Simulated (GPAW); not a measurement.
A run of GPAW 26.7.0 is set up as follows.

run.py

```python
import numpy as np
from ase.dft.bandgap import bandgap
from ase.io import read, write
from ase.units import GPa
from gpaw import GPAW, PW
from gpaw.spinorbit import soc_eigenstates

atoms = read('InP.cif')

calc = GPAW(mode=PW(600),
            xc='PBE',
            kpts={'size': (6, 6, 6), 'gamma': True},
            occupations={'name': 'fermi-dirac', 'width': 0.05},
            nbands=18,
            convergence={'density': 1e-05, 'energy': 1e-05},
            maxiter=150,
            txt='gpaw.txt')
atoms.calc = calc
energy = atoms.get_potential_energy()
forces = atoms.get_forces()
stress = atoms.get_stress()
calc.write('gs.gpw')
write('result.traj', atoms)
print(f'Energy: {energy:.6f} eV')
print('Forces (eV/A):')
print(forces.round(4))
print('Stress (GPa):', (stress / GPa).round(3))
print('Fermi level:', round(calc.get_fermi_level(), 4), 'eV')
print(f'Gap: {bandgap(calc)[0]:.4f} eV, direct: {bandgap(calc, direct=True)[0]:.4f} eV')

path = atoms.cell.bandpath('GXWKGLUWLK,UX', npoints=60, eps=1e-4)
bs_calc = calc.fixed_density(kpts=path, symmetry='off', nbands=30,
                             convergence={'bands': 'CBM+6.0', 'eigenstates': 1e-6}, txt='bands.txt')
bs = bs_calc.band_structure()
bs.write('bs.json')
print(f'Gap on the path: {bandgap(bs_calc)[0]:.4f} eV')

soc = soc_eigenstates(bs_calc, theta=90, phi=45)
np.savetxt('soc_bands.dat', soc.eigenvalues(), fmt='%.4f')
mesh = soc_eigenstates('gs.gpw', theta=90, phi=45)
np.savetxt('soc_mesh.dat', mesh.eigenvalues(), fmt='%.4f')
print('Fermi level with spin-orbit coupling:', round(mesh.fermi_level, 4), 'eV')
```

File InP.cif:

```cif
data_InP
_cell_length_a 4.14435284
_cell_length_b 4.14435284
_cell_length_c 4.14435284
_cell_angle_alpha 60.00000000
_cell_angle_beta 60.00000000
_cell_angle_gamma 60.00000000
_space_group_name_H-M_alt 'P1'
_space_group_name_Hall 'P 1'
_space_group_IT_number 1
loop_
_space_group_symop_operation_xyz
'x,y,z'
loop_
_atom_site_label
_atom_site_type_symbol
_atom_site_symmetry_multiplicity
_atom_site_Wyckoff_symbol
_atom_site_fract_x
_atom_site_fract_y
_atom_site_fract_z
_atom_site_occupancy
In1 In 1 a 0.0000000000 0.0000000000 0.0000000000 1
P1 P 1 a 0.7500000000 0.7500000000 0.7500000000 1
```

Potentials or basis: GPAW PAW data sets (gpaw-data 1.2.1), pw.

Run with:

```sh
$ OMP_NUM_THREADS=1 python run.py
```

Problem. Estimate the band gap on the k mesh.

Solution. 0.68 eV, direct.

Problem. Predict the band gap along the path.

Solution. 0.68 eV, direct.

Problem. Estimate the pressure.

Solution. 3.0 GPa.

Levels at the corners of the path, in eV from the valence-band top:
```
point  band 16  band 17  band 18  band 19  band 20  band 21
    Γ     0.00     0.00     0.00     0.68     0.68     3.69
    X    -2.43    -2.32    -2.32     1.73     1.73     2.24
    W    -2.99    -2.94    -2.89     4.26     4.26     4.33
    K    -3.30    -1.99    -1.98     2.32     2.33     4.34
    Γ     0.00     0.00     0.00     0.68     0.68     3.69
    L    -1.08    -0.96    -0.96     1.47     1.47     4.66
    U    -3.30    -1.99    -1.98     2.32     2.33     4.34
    W    -2.99    -2.94    -2.89     4.26     4.26     4.33
    L    -1.08    -0.96    -0.96     1.47     1.47     4.66
    K    -3.30    -1.99    -1.98     2.32     2.33     4.34
    U    -3.30    -1.99    -1.98     2.32     2.33     4.34
    X    -2.43    -2.32    -2.32     1.73     1.73     2.24
```

Caveat: spin-orbit coupling was added after a scalar SCF, so levels and gaps hold it while energy, forces, pressure and moments don't; this program's spin-orbit splittings come out too wide for heavy elements.

**The experiment to reproduce.**

A printed reference work, data compilation reports, for a bulk crystal of InP at 1.6 K: band gap 1.4236 eV (direct).

Measured gap of InP: 1.4236 eV (direct; 1.6 K; a printed reference work, data compilation). This calculation gives 0.68 eV (-0.75 eV). The value is that of PBE, without temperature or zero-point motion. Semilocal functionals fall short of measured gaps as a rule.
